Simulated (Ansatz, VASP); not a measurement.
**One calculation of Zr, two programs**

INCAR

```
PREC = Accurate ; ENCUT = 520
EDIFF = 1E-6 ; ISMEAR = -1
SIGMA = 0.1 ; LREAL = False
LASPH = True ; NELM = 60
ALGO = Normal ; ISIF = 2
LWAVE = False ; LCHARG = False
GGA = PS ; NBANDS = 12
```

File KPOINTS:

```
Automatic mesh
0
Gamma
  14 14 14
```

POSCAR

```
Zr
1.0
    0.0000000000      2.2017864997      2.2017864997
    2.2017864997      0.0000000000      2.2017864997
    2.2017864997      2.2017864997      0.0000000000
Zr
1
Direct
    0.0000000000      0.0000000000      0.0000000000
```

Input for Ansatz:

```yaml
crystal:
  lattice:
    - [0.0, 2.2017864997, 2.2017864997]
    - [2.2017864997, 0.0, 2.2017864997]
    - [2.2017864997, 2.2017864997, 0.0]
  atoms:
    - { symbol: Zr, position: [0.0, 0.0, 0.0] }
hamiltonian:
  xc: pbesol
  pseudopotentials:
    kind: paw
    azcp:
      Zr: "pseudopotentials/Zr.paw.azcp"
basis:
  ecutwfc: 420
  fft_grid_basis: typed
kpoints:
  mp_grid: { grid: [14, 14, 14], shift: [0, 0, 0] }
magnetization:
  spin_polarized: false
scf:
  occupations: { method: fermi_dirac, width: 0.1 }
  lower_state_search: "off"
output:
  stress: true
```

Alike in both runs: task single point; functional PBEsol; k mesh 14 × 14 × 14; occupations fermi-dirac, width 0.1 eV; no spin polarisation.

```csv
,VASP,Ansatz
version,VASP 6.6.1,Ansatz 0.2.0
potentials or method,"VASP PAW PBE potentials, release 64 (Zr_sv)","plane waves (420 eV) with PAW, scalar-relativistic"
plane-wave cutoff (eV),520,420
valence electrons in the cell,12,12
```

|  | VASP | Ansatz | Ansatz less VASP |
| --- | --- | --- | --- |
| pressure (GPa) | 4.5 | 4.4 | -0.08 |

Ansatz warned: «pseudo_functional_mismatch».

Caveats: the PAW data sets were made with another functional, which shifts forces and pressure a little (VASP).
